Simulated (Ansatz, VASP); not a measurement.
# Ge in VASP and in Ansatz

```
CELL_PARAMETERS angstrom
1.48805 -2.59469 0.00000
1.48805 2.59469 0.00000
0.00000 0.00000 4.72760
ATOMIC_POSITIONS crystal
Ge 0.33345 0.66655 0.25000
Ge 0.66655 0.33345 0.75000
```

This isn't the form of Ge at room conditions, which is diamond.

Alike in both runs: task single point; functional PBE; k mesh 10 × 10 × 6; occupations fermi-dirac, width 0.05 eV; no spin polarisation.

|  | VASP | Ansatz |
| --- | --- | --- |
| version | VASP 6.6.1 | Ansatz 0.2.0 |
| potentials or method | VASP PAW PBE potentials, release 64 (Ge_d), cutoff 520 eV | all-electron LAPW, scalar-relativistic |

VASP gave:

```
gap on the k mesh at the Fermi level (eV)       : none
pressure (GPa)                                  : 4.3
largest component of the traceless stress (GPa) : 1.69
```

Task: What did Ansatz give for the same quantities?

Result: gap on the k mesh at the Fermi level (eV): none; pressure (GPa): 4.4; largest component of the traceless stress (GPa): 1.69.

A gap of «none» marks a metal or a gap that the smearing closes. Ansatz ran all-electron here, so the differences hold the error of VASP's frozen core and of both bases.
